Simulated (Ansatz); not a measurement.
**CdF2: a single-point run**

Wanted: a converged single-point run for CdF2, and a check of what comes out. The structure is shown as the input types it.

Method: density functional or hybrid calculation with the settings of its input, plane waves (as first typed), in Ansatz 0.2.0.

5 further runs of the same task are left out: 1 for a known fault of the program, 4 that didn't finish.

### Step 1. Starting point

Symmetry: Fm-3m, No. 225, cubic system. The conventional cell has a = 5.365 Å, b = 5.365 Å, c = 5.365 Å, α = 90.00°, β = 90.00°, γ = 90.00°. Around Cd (site symmetry m-3m) lie 8 F at 2.32 Å. Around F (site symmetry -43m) lie 4 Cd at 2.32 Å.

Structure file:

```cif
data_structure
_symmetry_space_group_name_H-M 'Fm-3m'
_symmetry_Int_Tables_number 225
_cell_length_a 5.3652
_cell_length_b 5.3652
_cell_length_c 5.3652
_cell_angle_alpha 90.000
_cell_angle_beta 90.000
_cell_angle_gamma 90.000
_cell_volume 154.44
loop_
_atom_site_label
_atom_site_type_symbol
_atom_site_symmetry_multiplicity
_atom_site_Wyckoff_symbol
_atom_site_fract_x
_atom_site_fract_y
_atom_site_fract_z
_atom_site_occupancy
Cd1 Cd 4 a 0.00000 0.00000 0.00000 1
F1 F 8 c 0.25000 0.75000 0.75000 1
```

### Step 2. Running it

input.yaml

```yaml
crystal:
  lattice:
    - [0.0, 2.682580999, 2.682580999]
    - [2.682580999, 0.0, 2.682580999]
    - [2.682580999, 2.682580999, 0.0]
  atoms:
    - { symbol: Cd, position: [0.0, 0.0, 0.0] }
    - { symbol: F, position: [0.25, 0.25, 0.25] }
    - { symbol: F, position: [0.75, 0.75, 0.75] }
kpoints:
  mp_grid: { grid: [6, 6, 6] }
hamiltonian:
  xc: pbesol
scf:
  occupations: { method: fixed }
  n_extra_bands: 4
  max_iter: 97
output:
  forces: true
  stress: true
  eigenvalues: true
basis:
  ecutwfc: 160
```

The run is started by

```console
$ ansatz run input.yaml --threads 4 --pin off --max-ram 3686MiB --backend cpu --events-out ev --progress --plain --runs-dir out
```

What happens when this is run?

The program finished normally, with warnings (cutoff below recommended, metallic iterate). It gives a pressure of 21 GPa, which is large; a structure far from rest gives such values too, whatever the setting.

In the input, basis.ecutwfc is 160. With so few plane waves the basis is incomplete by a wide margin. The potentials' recommended cutoff is 420 eV.

To check: delete basis.ecutwfc (the default then holds).
